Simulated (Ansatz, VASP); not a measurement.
**Rh in VASP and in Ansatz**

File INCAR:

```
  PREC = Accurate
  ENCUT = 520
  EDIFF = 1E-6
  ISMEAR = 1
  SIGMA = 0.02
  LREAL = False
  LASPH = True
  NELM = 80
  ALGO = Normal
  ISIF = 2
  LWAVE = False
  LCHARG = True
  GGA = PE
  LELF = True
  LVHAR = True
  NBANDS = 14
```

The input KPOINTS:

```
regular mesh
0
Gamma
  22 22 22
```

Contents of POSCAR:

```
Rh
1.0
    0.0000000000      1.9490887500      1.9490887500
    1.9490887500      0.0000000000      1.9490887500
    1.9490887500      1.9490887500      0.0000000000
Rh
1
Direct
    0.0000000000      0.0000000000      0.0000000000
```

Input for Ansatz:

```yaml
crystal:
  lattice:
    - [0.0, 1.94908875, 1.94908875]
    - [1.94908875, 0.0, 1.94908875]
    - [1.94908875, 1.94908875, 0.0]
  atoms:
    - { symbol: Rh, position: [0.0, 0.0, 0.0] }
basis:
  ecutwfc: 420
kpoints:
  mp_grid: { grid: [22, 22, 22] }
hamiltonian:
  xc: pbe
scf:
  occupations: { method: cold, width: 0.02 }
output:
  forces: true
  stress: true
  eigenvalues: true
```

Change from the starting cell: strain +0.025 along x and y, +0.025 along z, atoms carried along.

Alike in both runs: task single point; functional PBE; k mesh 22 × 22 × 22; no spin polarisation.

|  | VASP | Ansatz |
| --- | --- | --- |
| version | VASP 6.6.1 | Ansatz 0.2.0 |
| potentials or method | VASP PAW PBE potentials, release 64 (Rh_pv) | scalar-relativistic, plane waves, PAW |
| plane-wave cutoff (eV) | 520 | 420 |
| occupations | methfessel-paxton of order 1, width 0.02 eV | cold, width 0.02 eV |
| valence electrons in the cell | 15 | 17 |

```tsv
	VASP	Ansatz	Ansatz less VASP
gap on the k mesh at the Fermi level (eV)	none	none	-
pressure (GPa)	-11.9	-11.9	-0.04
```

A gap of «none» marks a metal or a gap that the smearing closes. The two sets of potentials don't hold the same shells in valence.
